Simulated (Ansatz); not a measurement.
# BP (rocksalt type): the cost of one run

Computed with Ansatz 0.2.0 (DFT, PBEsol, PAW with Ansatz's default frozen-core files, scalar-relativistic, unless a step's input says otherwise).

## 1. Starting point

It takes space group Fm-3m (No. 225, cubic). Conventional cell: a = 4.309 Å, b = 4.309 Å, c = 4.309 Å, α = 90.00°, β = 90.00°, γ = 90.00°. Around B (site symmetry m-3m) lie 6 P at 2.15 Å. P (site symmetry m-3m) is surrounded by 6 B at 2.15 Å.

Coordinates:

```cif
data_structure
_symmetry_space_group_name_H-M 'Fm-3m'
_symmetry_Int_Tables_number 225
_cell_length_a 4.3089
_cell_length_b 4.3089
_cell_length_c 4.3089
_cell_angle_alpha 90.000
_cell_angle_beta 90.000
_cell_angle_gamma 90.000
_cell_volume 80.00
loop_
_atom_site_label
_atom_site_type_symbol
_atom_site_symmetry_multiplicity
_atom_site_Wyckoff_symbol
_atom_site_fract_x
_atom_site_fract_y
_atom_site_fract_z
_atom_site_occupancy
B1 B 4 a 0.00000 0.00000 0.00000 1
P1 P 4 b 0.50000 0.00000 0.00000 1
```

The file gives the conventional cell by its symmetry; the runs use the cell typed in the input.

Whether this phase is the stable one at these pressures isn't tested.

Atoms are numbered in the order of the input: B1, P2.

## 2. Cell relaxed at zero pressure, PAW

Input file input.yaml:

```yaml
crystal:
  lattice:
    - [0.0, 2.15443469, 2.15443469]
    - [2.15443469, 0.0, 2.15443469]
    - [2.15443469, 2.15443469, 0.0]
  atoms:
    - { symbol: B, position: [0.0, 0.0, 0.0] }
    - { symbol: P, position: [0.5, 0.5, 0.5] }
kpoints:
  mp_grid: { grid: [15, 15, 15] }
scf:
  occupations: { method: fermi_dirac, width: 0.1 }
hamiltonian:
  xc: pbesol
  pseudopotentials: { kind: paw }
output:
  forces: true
  stress: true
relax:
  f_tol: 0.005
  max_steps: 40
  cell: {}
```

Command:

```bash
> ansatz run input.yaml --threads 1 --pin off --max-ram 2048MiB --backend cpu --events-out ev --progress --plain --runs-dir out
```

What time and memory should one allow on 1 thread of Intel Xeon Platinum 8488C (Sapphire Rapids), shared host?

About 3.5 s, with a peak of 0.34 GiB.
